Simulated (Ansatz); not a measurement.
Zincblende BeTe: an Ansatz output whose functional has been blanked. The cell was relaxed with r2SCAN and then strained (epitaxial -1.0 % in the plane normal to [111], free normal strain +0.38 %), with the atoms relaxed again with r2SCAN; k points keep the names of the unstrained zone.

```yaml
crystal:
  lattice:
    - [0.02606, 2.82640, 2.82640]
    - [2.82640, 0.02606, 2.82640]
    - [2.82640, 2.82640, 0.02606]
  atoms:
    - { symbol: Be, position: [0.00052, 0.00052, 0.00052] }
    - { symbol: Te, position: [0.24948, 0.24948, 0.24948] }
```

```
Crystal: 2 atoms, lattice volume = 44.533 Å³
Basis set: ecut = 420 eV, 881 PW (Γ)
Bands: 13, of which v1, the nominal top of the filled ones, is band 9 counted from 1 (8 counted from 0)
Symmetry: 6 space group operations
Space group: R3m (ITA 160)
k-points: 32 of 216 (time reversal used)
[warm-up without exact exchange]
SCF 1 stopped early in 2 iterations: F = -7073.433906 eV  dr2 = 6.06e-6
[exact exchange on]
preconditioner: auto → none  [insulator: Δε(μ)=2.590 eV  ℏωp=15.7 eV]
SCF 2 stopped early in 6 iterations: F = -7078.179205 eV  dr2 = 5.08e-7
hybrid outer 1: dexx = +2.462e-3 eV, tail = 4.69e-5 eV
SCF 3 converged in 5 iterations: F = -7078.179322 eV  dr2 = 1.85e-10
hybrid outer 2: dexx = +1.058e-7 eV, tail = 4.61e-9 eV, Δε = 1.09e-3 eV, ΔF = 6.41e-5 eV/Å
hybrid SCF converged: 2 outer / 11 inner (+2 warm-up)
Free energy (F): -7078.179322 eV
Fermi energy:    7.036751 eV
--- Stress (GPa, compression-positive) ---
        0.150595      -0.498107      -0.498107
       -0.498107       0.150595      -0.498107
       -0.498107      -0.498107       0.150595
  P = ⅓ Tr σ = 0.1506 GPa (1.506 kbar)
--- Band table (eV; the first three rows and the last of 32) ---
  k-point 0: bands = […, -31.5452, -31.5452, -6.5112, 6.9217, 7.0368, 7.0368, 11.3344, 11.5162, 11.5162, 11.8434]
  k-point 1: bands = […, -31.5451, -31.5449, -6.2159, 4.8940, 6.5389, 6.6223, 11.3020, 11.9808, 12.0975, 13.8519]
  k-point 2: bands = […, -31.5447, -31.5440, -5.4705, 2.1279, 5.9572, 6.0127, 10.9922, 12.4691, 12.5526, 15.8261]
  k-point 31: bands = […, -31.5445, -31.5445, -5.0296, 0.8714, 5.8474, 5.8474, 11.0294, 12.5367, 12.5367, 15.8771]
```

bands.tsv, columns around the gap (it counts bands from 0):
```tsv
# k_distance	band_4	band_5	band_6	band_7	band_8	band_9	band_10	band_11	band_12
# fermi_ev = 7.036751
# [0, 0, 0] at k_distance = 0.000000
# [-0.5, -0.5, 0] at k_distance = 1.116737
# [-0.375, -0.375, 0.25] at k_distance = 1.509743
# [-0.375, 0, 0.375] at k_distance = 2.194650
# [0, 0, 0.5] at k_distance = 2.879557
# [-0.5, -0.25, 0.25] at k_distance = 3.665569
# [0, 0.5, 0.5] at k_distance = 4.909517
# levels_relative_to = fermi_ev
0.000	-38.582	-13.548	-0.115	0.000	0.000	4.298	4.479	4.479	4.807
1.117	-38.579	-11.443	-5.708	-2.978	-2.868	2.609	3.338	11.051	11.094
1.510	-38.580	-11.480	-5.317	-4.275	-2.418	3.449	6.037	9.062	9.406
2.195	-38.580	-11.458	-5.310	-4.250	-2.516	3.333	6.254	9.011	9.402
2.880	-38.580	-11.993	-6.155	-1.311	-1.267	3.833	5.386	5.461	8.744
3.666	-38.580	-11.404	-5.125	-4.063	-3.510	6.031	6.431	6.608	7.204
4.910	-38.579	-11.443	-5.708	-2.978	-2.868	2.609	3.338	11.051	11.094
```
In order the rows are Γ, X, U, K, L, W, X.

Task: Which functional gave these numbers?
A. r2SCAN0
B. LC-ωPBE
C. Hartree-Fock
D. HSE06

Result: D. HSE06. The exchange loop shows exact exchange. The HSE06 gap is indirect, 2.61 eV (Γ to X), below the direct gap of 4.30 eV at Γ. The stress of a hybrid is loosely converged here. The log narrows the family; the member has to be judged from the numbers.

Wall time 29 s on 1 × NVIDIA H100 80GB HBM3 with 2 threads of AMD EPYC 7R13 Processor (Zen 3), on a shared host; peak host memory 2.1 GiB.

The values are computed, spin-unpolarised, and not measurements.

No spin-orbit coupling is included; it can move band edges with weight on the heavy atoms by tenths of an eV.

The meshes of the hybrids are coarse, so their gaps aren't converged to the digits shown.
